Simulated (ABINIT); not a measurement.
# SiC (Moissanite): G0W0 with ABINIT, start to end, part 2 of 3

Wanted: ground state, empty states, screening and self-energy for SiC (Moissanite).

ABINIT 10.8.3; PBE and many-body steps on it, plane waves. Known limits of the many-body steps: not at the basis limit; coarse k mesh.

So far. Step 2 (Ground state): The gap is indirect, with the least direct gap 1.11 eV higher.

## 3. Bands along the symmetry lines

Level of this step: DFT, PBE, plane waves, norm-conserving pseudopotentials (ABINIT).

The cheap functional maps the bands first; the places of the edges decide which points the dearer methods must see.

run.abi reads:

```
acell 3*1.0 Angstrom
rprim 
  3.081000000023 -0.000000000005 0.000000000000
  -1.540500000007 2.668224269083 0.000000000000
  0.000000000000 0.000000000000 15.124800000000
ntypat 2
znucl 14 6
natom 12
typat 1 1 1 1 1 1 2 2 2 2 2 2
xred 
  0.000000000000 0.000000000000 0.000000000000
  0.000000000000 0.000000000000 0.500000000000
  0.333333333333 0.666666666667 0.166400000000
  0.666666666667 0.333333333333 0.666400000000
  0.666666666667 0.333333333333 0.332900000000
  0.333333333333 0.666666666667 0.832900000000
  0.333333333333 0.666666666667 0.041200000000
  0.666666666667 0.333333333333 0.541200000000
  0.666666666667 0.333333333333 0.208000000000
  0.333333333333 0.666666666667 0.708000000000
  0.000000000000 0.000000000000 0.374600000000
  0.000000000000 0.000000000000 0.874600000000
pp_dirpath "pseudos"
pseudos "Si.upf, C.upf"
ecut 37
iscf -2
irdden 1
kptopt 0
nkpt 39
kpt 
  0.00000000 0.00000000 0.00000000
  0.12500000 0.00000000 0.00000000
  0.25000000 0.00000000 0.00000000
  0.37500000 0.00000000 0.00000000
  0.50000000 0.00000000 0.00000000
  0.45833333 0.08333333 0.00000000
  0.41666666 0.16666666 0.00000000
  0.37500000 0.25000000 0.00000000
  0.33333333 0.33333333 0.00000000
  0.25000000 0.25000000 0.00000000
  0.16666666 0.16666666 0.00000000
  0.08333333 0.08333333 0.00000000
  0.00000000 0.00000000 0.00000000
  0.00000000 0.00000000 0.12500000
  0.00000000 0.00000000 0.25000000
  0.00000000 0.00000000 0.37500000
  0.00000000 0.00000000 0.50000000
  0.12500000 0.00000000 0.50000000
  0.25000000 0.00000000 0.50000000
  0.37500000 0.00000000 0.50000000
  0.50000000 0.00000000 0.50000000
  0.45833333 0.08333333 0.50000000
  0.41666666 0.16666666 0.50000000
  0.37500000 0.25000000 0.50000000
  0.33333333 0.33333333 0.50000000
  0.25000000 0.25000000 0.50000000
  0.16666666 0.16666666 0.50000000
  0.08333333 0.08333333 0.50000000
  0.00000000 0.00000000 0.50000000
  0.50000000 0.00000000 0.50000000
  0.50000000 0.00000000 0.37500000
  0.50000000 0.00000000 0.25000000
  0.50000000 0.00000000 0.12500000
  0.50000000 0.00000000 0.00000000
  0.33333333 0.33333333 0.50000000
  0.33333333 0.33333333 0.37500000
  0.33333333 0.33333333 0.25000000
  0.33333333 0.33333333 0.12500000
  0.33333333 0.33333333 0.00000000
istwfk *1
nband 39
nbdbuf 10
tolwfr 1e-07
nstep 50
prtwf 0
prtvol 0
indata_prefix "in"
outdata_prefix "out"
tmpdata_prefix "tmp"
```

Launch:

```bash
$ OMP_NUM_THREADS=1 mpirun -n 8 abinit run.abi > log
```

Numbers of over 12 decimals in the logs are rounded to 6 here.

What it wrote:

```text
.Version 10.8.3 of ABINIT. v10.8.2 released Aug 2026.

 Symmetries : space group P6_3 m c (#186); Bravais hP (primitive hexag.)
[... echo of the input left out ...]
== DATASET  1 ==================================================================
-   mpi_nproc: 8, omp_nthreads: 1 (-1 if OMP is not activated)

--- !DatasetInfo
iteration_state: {dtset: 1, }
dimensions: {natom: 12, nkpt: 39, mband: 39, nsppol: 1, nspinor: 1, nspden: 1, mpw: 9084, }
cutoff_energies: {ecut:  37.0, pawecutdg:  -1.0, }
electrons: {nelect:   4.80000000E+01, charge:   0.00000000E+00, occopt:   1.00000000E+00, tsmear:   1.00000000E-02, }

 Real(R)+Recip(G) space primitive vectors, cartesian coordinates (Bohr,Bohr^-1):
 R(1)=  5.8222462  0.0000000  0.0000000  G(1)=  0.1717550  0.0991628  0.0000000
 R(2)= -2.9111231  5.0422131  0.0000000  G(2)=  0.0000000  0.1983256  0.0000000
 R(3)=  0.0000000  0.0000000 28.5817297  G(3)=  0.0000000  0.0000000  0.0349874
 Unit cell volume ucvol=  8.3907401E+02 bohr^3
 Angles (23,13,12)=  9.00000000E+01  9.00000000E+01  1.20000000E+02 degrees

 getcut: wavevector=  0.0000  0.0000  0.0000  ngfft=  32  32 160
         ecut(hartree)=     37.000   => boxcut(ratio)=   2.00721

--- Pseudopotential description ------------------------------------------------
- Si Generated using ONCVPSP code by D. R. Hamann
- 14.00000   4.00000  171031                  znucl, zion, pspdat
12 -101130 2 -1 1510                          pspcod,pspxc,lmax,lloc,mmax
     nproj     2     2     2
  pspatm : epsatm=    9.34321561
         --- l  ekb(1:nproj) -->
             0    5.168965    0.829883
             1    2.571282    0.578307
             2   -2.427311   -0.488097
 pspatm: atomic psp has been read  and splines computed

- C Generated using ONCVPSP code by D. R. Hamann
-  6.00000   4.00000  171031                  znucl, zion, pspdat
12 -101130 1 -1 1248                          pspcod,pspxc,lmax,lloc,mmax
     nproj     2     2     0
  pspatm : epsatm=    4.31346680
         --- l  ekb(1:nproj) -->
[...]
pspatm: atomic psp has been read  and splines computed

--------------------------------------------------------------------------------

================================================================================
 prteigrs : about to open file out_EIG
 Non-SCF case, kpt    1 (  0.00000  0.00000  0.00000), residuals and eigenvalues=
  9.59E-08  5.63E-08  5.28E-08  3.65E-08  2.07E-08  2.09E-08  5.46E-08  9.87E-08
  9.79E-08  6.02E-08  5.64E-08  2.47E-08  4.49E-08  4.00E-08  7.44E-08  3.21E-08
  6.60E-08  4.88E-08  8.94E-08  3.66E-08  6.30E-08  5.17E-08  7.16E-08  7.84E-08
[...]
6.63E-06  2.10E-05  6.10E-05  2.82E-05  2.18E-04  1.32E-04  8.70E-04
 -3.1545E-01 -2.9686E-01 -2.9447E-01 -2.4084E-01 -2.3854E-01 -1.8472E-01
 -6.3069E-02  2.2765E-02  2.4441E-02  1.6275E-01  1.6448E-01  2.1016E-01
[...]
- [ -2.9111231,   5.0422131,   0.0000000, ]
- [  0.0000000,   0.0000000,  28.5817297, ]
lattice_lengths: [   5.82225,    5.82225,   28.58173, ]
lattice_angles: [ 90.000,  90.000, 120.000, ] # degrees, (23, 13, 12)
lattice_volume:   8.3907401E+02
convergence: {deltae:  0.000E+00, res2:  0.000E+00, residm:  9.997E-08, diffor:  0.000E+00, }
etotal    :  -6.16181537E+01
entropy   :   0.00000000E+00
fermie    :   2.52514639E-01
cartesian_stress_tensor: null
pressure_GPa: null
xred      :
- [  0.0000E+00,   0.0000E+00,  -2.7756E-17, Si]
- [  0.0000E+00,   0.0000E+00,   5.0000E-01, Si]
- [  3.3333E-01,   6.6667E-01,   1.6640E-01, Si]
- [  6.6667E-01,   3.3333E-01,   6.6640E-01, Si]
- [  6.6667E-01,   3.3333E-01,   3.3290E-01, Si]
- [  3.3333E-01,   6.6667E-01,   8.3290E-01, Si]
- [  3.3333E-01,   6.6667E-01,   4.1200E-02,  C]
- [  6.6667E-01,   3.3333E-01,   5.4120E-01,  C]
- [  6.6667E-01,   3.3333E-01,   2.0800E-01,  C]
- [  3.3333E-01,   6.6667E-01,   7.0800E-01,  C]
- [  0.0000E+00,   0.0000E+00,   3.7460E-01,  C]
- [  0.0000E+00,   0.0000E+00,   8.7460E-01,  C]
cartesian_forces: null
force_length_stats: {min: null, max: null, mean: null, }

 Integrated electronic density in atomic spheres:
 ------------------------------------------------
 Atom  Sphere_radius  Integrated_density
[...]
================================================================================

 ----iterations are completed or convergence reached----

 Mean square residual over all n,k,spin=   48.975E-09; max=  99.972E-09
 reduced coordinates (array xred) for   12 atoms
[...]
0.000000000000      0.000000000000      0.374600000000
       0.000000000000      0.000000000000      0.874600000000

 cartesian coordinates (angstrom) at end:
    1      0.000000     0.000000    -0.000000
    2      0.000000     0.000000     7.562400
    3      3e-12     1.778816     2.516767
[...]
11      0.000000     0.000000     5.665750
   12      0.000000     0.000000    13.228150
 length scales=  1.889726125908  1.889726125908  1.889726125908 bohr
              =  1.000000000000  1.000000000000  1.000000000000 angstroms
 prteigrs : about to open file out_EIG
 Eigenvalues (hartree) for nkpt=  39  k points:
 kpt#   1, nband= 39, wtk=  1.00000, kpt=  0.0000  0.0000  0.0000 (reduced coord)
[...]
kpt#   2, nband= 39, wtk=  1.00000, kpt=  0.1250  0.0000  0.0000 (reduced coord)
[...]
kpt#   3, nband= 39, wtk=  1.00000, kpt=  0.2500  0.0000  0.0000 (reduced coord)
[...]
kpt#  38, nband= 39, wtk=  1.00000, kpt=  0.3333  0.3333  0.1250 (reduced coord)
[...]
0.54167    0.58574    0.59147    0.59175    0.63001    0.63400    0.64179
 kpt#  39, nband= 39, wtk=  1.00000, kpt=  0.3333  0.3333  0.0000 (reduced coord)
[...]
0.08502    0.08502    0.12872    0.12872    0.13711    0.17137    0.17615    0.17615
   0.38089    0.38089    0.39018    0.43787    0.48068    0.48068    0.49661    0.49661
   0.53901    0.58691    0.59140    0.59178    0.63182    0.63566    0.64404

== END DATASET(S) ==============================================================
================================================================================

 -outvars: echo values of variables after computation  --------
            nband          39
             nkpt          39
          spgroup         186
 [... the other variables as echoed above ...]

 Calculation completed.
```

Run time: 31 s. Hardware: 8 MPI ranks of Arm Neoverse V2, shared host; peak memory 0.82 GiB; 4.1 min of CPU time.

Numbers from this step:

```yaml
gap: 2.012 eV
k_of_the_valence_top: 0, 0, 0
k_of_the_conduction_bottom: 0.5, 0, 0.25
least_direct_gap: 3.123 eV
```

The gap is 2.012 eV, −0.005 eV from the run before at this level.

The electronic bands at the labelled points (eV, zero at the top of the highest filled band):

```csv
point,band 21,band 22,band 23,band 24,band 25,band 26,band 27,band 28
Γ,-0.29,-0.04,0.00,0.00,5.16,5.34,5.74,6.25
halfway,-1.17,-1.09,-0.70,-0.54,3.67,3.89,4.38,5.01
M,-1.84,-1.76,-1.66,-1.11,2.02,2.21,3.23,3.89
halfway,-2.44,-2.22,-2.00,-1.77,2.85,3.50,4.51,4.92
K,-3.14,-2.21,-2.08,-2.08,3.49,3.49,3.75,5.04
halfway,-1.78,-1.73,-1.30,-0.72,4.79,4.86,4.97,5.06
Γ,-0.29,-0.04,0.00,0.00,5.16,5.34,5.74,6.25
halfway,-0.20,-0.20,-0.02,-0.02,5.18,5.30,5.81,6.15
A,-0.09,-0.09,-0.09,-0.09,5.23,5.23,5.97,5.97
halfway,-1.00,-1.00,-0.71,-0.71,3.77,3.77,4.73,4.73
L,-1.72,-1.72,-1.31,-1.31,2.06,2.06,3.45,3.45
halfway,-2.68,-2.68,-1.67,-1.67,3.20,3.20,4.48,4.48
H,-2.63,-2.63,-2.27,-2.27,3.68,3.68,4.32,4.32
halfway,-1.96,-1.96,-0.85,-0.85,4.74,4.74,5.12,5.12
A,-0.09,-0.09,-0.09,-0.09,5.23,5.23,5.97,5.97
jump to L,-1.72,-1.72,-1.31,-1.31,2.06,2.06,3.45,3.45
halfway,-2.00,-1.64,-1.53,-1.16,2.01,2.16,3.29,3.68
M,-1.84,-1.76,-1.66,-1.11,2.02,2.21,3.23,3.89
jump to H,-2.63,-2.63,-2.27,-2.27,3.68,3.68,4.32,4.32
halfway,-2.97,-2.33,-2.16,-2.16,3.58,3.58,3.91,4.80
K,-3.14,-2.21,-2.08,-2.08,3.49,3.49,3.75,5.04
```

## 4. Empty states on the mesh, 3×3×1 mesh, 317 bands

The sums over transitions need many empty states on a uniform mesh; this step solves for them.

run.abi reads:

```
acell 3*1.0 Angstrom
rprim 
  3.081000000023 -0.000000000005 0.000000000000
  -1.540500000007 2.668224269083 0.000000000000
  0.000000000000 0.000000000000 15.124800000000
ntypat 2
znucl 14 6
natom 12
typat 1 1 1 1 1 1 2 2 2 2 2 2
xred 
  0.000000000000 0.000000000000 0.000000000000
  0.000000000000 0.000000000000 0.500000000000
  0.333333333333 0.666666666667 0.166400000000
  0.666666666667 0.333333333333 0.666400000000
  0.666666666667 0.333333333333 0.332900000000
  0.333333333333 0.666666666667 0.832900000000
  0.333333333333 0.666666666667 0.041200000000
  0.666666666667 0.333333333333 0.541200000000
  0.666666666667 0.333333333333 0.208000000000
  0.333333333333 0.666666666667 0.708000000000
  0.000000000000 0.000000000000 0.374600000000
  0.000000000000 0.000000000000 0.874600000000
pp_dirpath "pseudos"
pseudos "Si.upf, C.upf"
ecut 37
ngkpt 3 3 1
nshiftk 1
shiftk 0 0 0
kptopt 1
chksymbreak 0
iscf -2
irdden 1
istwfk *1
nband 317
nbdbuf 28
tolwfr 1e-09
nstep 60
prtvol 0
indata_prefix "in"
outdata_prefix "out"
tmpdata_prefix "tmp"
```

Launch:

```bash
$ OMP_NUM_THREADS=2 mpirun -n 3 abinit run.abi > log
```

What it wrote:

```text
.Version 10.8.3 of ABINIT. v10.8.2 released Aug 2026.

 Symmetries : space group P6_3 m c (#186); Bravais hP (primitive hexag.)
[... echo of the input left out ...]
== DATASET  1 ==================================================================
-   mpi_nproc: 3, omp_nthreads: 2 (-1 if OMP is not activated)

--- !DatasetInfo
iteration_state: {dtset: 1, }
dimensions: {natom: 12, nkpt: 3, mband: 317, nsppol: 1, nspinor: 1, nspden: 1, mpw: 9084, }
cutoff_energies: {ecut:  37.0, pawecutdg:  -1.0, }
electrons: {nelect:   4.80000000E+01, charge:   0.00000000E+00, occopt:   1.00000000E+00, tsmear:   1.00000000E-02, }

 Real(R)+Recip(G) space primitive vectors, cartesian coordinates (Bohr,Bohr^-1):
 R(1)=  5.8222462  0.0000000  0.0000000  G(1)=  0.1717550  0.0991628  0.0000000
 R(2)= -2.9111231  5.0422131  0.0000000  G(2)=  0.0000000  0.1983256  0.0000000
 R(3)=  0.0000000  0.0000000 28.5817297  G(3)=  0.0000000  0.0000000  0.0349874
 Unit cell volume ucvol=  8.3907401E+02 bohr^3
 Angles (23,13,12)=  9.00000000E+01  9.00000000E+01  1.20000000E+02 degrees

 getcut: wavevector=  0.0000  0.0000  0.0000  ngfft=  32  32 160
         ecut(hartree)=     37.000   => boxcut(ratio)=   2.00721

--- Pseudopotential description ------------------------------------------------
- Si Generated using ONCVPSP code by D. R. Hamann
- 14.00000   4.00000  171031                  znucl, zion, pspdat
12 -101130 2 -1 1510                          pspcod,pspxc,lmax,lloc,mmax
     nproj     2     2     2
  pspatm : epsatm=    9.34321561
         --- l  ekb(1:nproj) -->
             0    5.168965    0.829883
             1    2.571282    0.578307
             2   -2.427311   -0.488097
 pspatm: atomic psp has been read  and splines computed

- C Generated using ONCVPSP code by D. R. Hamann
-  6.00000   4.00000  171031                  znucl, zion, pspdat
12 -101130 1 -1 1248                          pspcod,pspxc,lmax,lloc,mmax
     nproj     2     2     0
  pspatm : epsatm=    4.31346680
         --- l  ekb(1:nproj) -->
[...]
pspatm: atomic psp has been read  and splines computed

--------------------------------------------------------------------------------

================================================================================
 prteigrs : about to open file out_EIG
 Non-SCF case, kpt    1 (  0.00000  0.00000  0.00000), residuals and eigenvalues=
  6.31E-10  1.86E-10  1.54E-10  3.51E-11  2.80E-11  4.85E-11  2.64E-11  5.21E-11
  5.24E-11  1.12E-10  9.83E-11  6.24E-11  8.62E-11  1.05E-10  1.71E-10  7.65E-11
  1.12E-10  7.08E-11  1.03E-10  8.19E-11  1.60E-10  8.62E-11  6.53E-11  7.57E-11
[...]
2.41E-04  1.13E-04  1.45E-05  2.85E-05  4.31E-04
 -3.1545E-01 -2.9686E-01 -2.9447E-01 -2.4084E-01 -2.3854E-01 -1.8472E-01
 -6.3069E-02  2.2765E-02  2.4441E-02  1.6275E-01  1.6448E-01  2.1016E-01
  2.1016E-01  2.1677E-01  2.1677E-01  2.2136E-01  2.2136E-01  2.3781E-01
[...]
3.2740E+00  3.2777E+00  3.3006E+00  3.3063E+00  3.3063E+00  3.3258E+00
  3.3259E+00  3.3410E+00  3.3411E+00  3.3506E+00  3.3662E+00  3.3674E+00
  3.3705E+00  3.3805E+00  3.3830E+00  3.3842E+00  3.3855E+00
 prteigrs : prtvol=0 or 1, do not print more k-points.

--- !ResultsGS
iteration_state: {dtset: 1, }
comment   : Summary of ground state results
lattice_vectors:
- [  5.8222462,  -0.0000000,   0.0000000, ]
- [ -2.9111231,   5.0422131,   0.0000000, ]
- [  0.0000000,   0.0000000,  28.5817297, ]
lattice_lengths: [   5.82225,    5.82225,   28.58173, ]
lattice_angles: [ 90.000,  90.000, 120.000, ] # degrees, (23, 13, 12)
lattice_volume:   8.3907401E+02
convergence: {deltae:  0.000E+00, res2:  0.000E+00, residm:  9.981E-10, diffor:  0.000E+00, }
etotal    :  -6.16181537E+01
entropy   :   0.00000000E+00
fermie    :   2.52514639E-01
cartesian_stress_tensor: null
pressure_GPa: null
xred      :
- [  0.0000E+00,   0.0000E+00,  -2.7756E-17, Si]
- [  0.0000E+00,   0.0000E+00,   5.0000E-01, Si]
- [  3.3333E-01,   6.6667E-01,   1.6640E-01, Si]
- [  6.6667E-01,   3.3333E-01,   6.6640E-01, Si]
- [  6.6667E-01,   3.3333E-01,   3.3290E-01, Si]
- [  3.3333E-01,   6.6667E-01,   8.3290E-01, Si]
- [  3.3333E-01,   6.6667E-01,   4.1200E-02,  C]
- [  6.6667E-01,   3.3333E-01,   5.4120E-01,  C]
- [  6.6667E-01,   3.3333E-01,   2.0800E-01,  C]
- [  3.3333E-01,   6.6667E-01,   7.0800E-01,  C]
- [  0.0000E+00,   0.0000E+00,   3.7460E-01,  C]
- [  0.0000E+00,   0.0000E+00,   8.7460E-01,  C]
cartesian_forces: null
force_length_stats: {min: null, max: null, mean: null, }

 Integrated electronic density in atomic spheres:
 ------------------------------------------------
 Atom  Sphere_radius  Integrated_density
[...]
================================================================================

 ----iterations are completed or convergence reached----

 Mean square residual over all n,k,spin=   35.595E-11; max=  99.807E-11
 reduced coordinates (array xred) for   12 atoms
[...]
0.000000000000      0.000000000000      0.374600000000
       0.000000000000      0.000000000000      0.874600000000

 cartesian coordinates (angstrom) at end:
    1      0.000000     0.000000    -0.000000
    2      0.000000     0.000000     7.562400
    3      3e-12     1.778816     2.516767
[...]
11      0.000000     0.000000     5.665750
   12      0.000000     0.000000    13.228150
 length scales=  1.889726125908  1.889726125908  1.889726125908 bohr
              =  1.000000000000  1.000000000000  1.000000000000 angstroms
 prteigrs : about to open file out_EIG
 Eigenvalues (hartree) for nkpt=   3  k points:
 kpt#   1, nband=317, wtk=  0.11111, kpt=  0.0000  0.0000  0.0000 (reduced coord)
[...]
3.23398    3.23414    3.25394    3.27403    3.27403    3.27772    3.30058    3.30632
   3.30632    3.32581    3.32586    3.34105    3.34106    3.35058    3.36620    3.36736
   3.37050    3.38045    3.38296    3.38418    3.38552
 prteigrs : prtvol=0 or 1, do not print more k-points.

== END DATASET(S) ==============================================================
================================================================================

 -outvars: echo values of variables after computation  --------
            nband         317
             nkpt           3
          spgroup         186
 [... the other variables as echoed above ...]

 Calculation completed.
```

The job ended after 93 s (3 MPI ranks; peak memory 0.42 GiB; 7.2 min of CPU time).

Numbers from this step:

* gap: 2.813 eV
* k of the valence top: 0, 0, 0
* k of the conduction bottom: 0.3333, 0, 0
* least direct gap: 3.641 eV
* k points computed: 3
* lowest point of the top converged band, above the valence top: 79.5909 eV

On this mesh the gap is 2.813 eV. The earlier step found 2.017 eV, so this mesh misses an edge.

[end of part 2 of 3]

[Paths, hosts, dates, memory and timing lines, banners, echoed tables and standing remarks are left out of the program output.]

[Logs are printed without paths, hosts, clocks, repeated set-up lines and the standing remarks that a program may print on its own settings, such as how far it seeks lower states.]

[Runs of the session that timed out or met a known fault of the program may be left out.]

[Hosts, paths, dates, database ids (printed as entryN), source tags and the programs' standing remarks are cut or masked in the printed files.]

[G0W0 gaps are taken among the corrected bands and points alone; a level outside them can change the order at an edge.]

[Where Ansatz stands beside ABINIT at settings called matched, ABINIT's density can come from a denser mesh and the files from another edition; pairs whose starting gaps differed by over 0.03 eV were left out, so agreement reads better than it is.]
